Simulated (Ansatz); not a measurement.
ZrO₂ (P2_1/c), relaxed and computed with several functionals in Ansatz (plane waves, PAW).

| functional | a (Å) | c (Å) | V (Å³/atom) | gap (eV) | ΔH_f (eV/atom) |
|---|---|---|---|---|---|
| PBEsol | 5.128 | 5.296 | 11.63 | 3.59 | -3.48 |
| LDA | ___ | ___ | ___ | ___ | ___ |
| r²SCAN | 5.154 | 5.332 | 11.81 | 4.16 | -3.72 |

Question: Fill in the missing entries.

Answer: 
- LDA, a (Å): 5.085
- LDA, c (Å): 5.241
- LDA, V (Å³/atom): 11.35
- LDA, gap (eV): 3.60
- LDA, ΔH_f (eV/atom): -3.63

All cells were relaxed under the symmetry of their starts (and spin orders); stability against distortions was not tested throughout. Rows with no word on spin ran without spin polarisation. Scalar-relativistic: spin–orbit coupling is off unless named, which matters more the heavier the elements.

Potentials: the later of the program's two PAW sets.

Ansatz (a first-principles code) is a plane-wave DFT program.

Formation energies count from the lowest solids of the elements computed at the same level, not from gases.
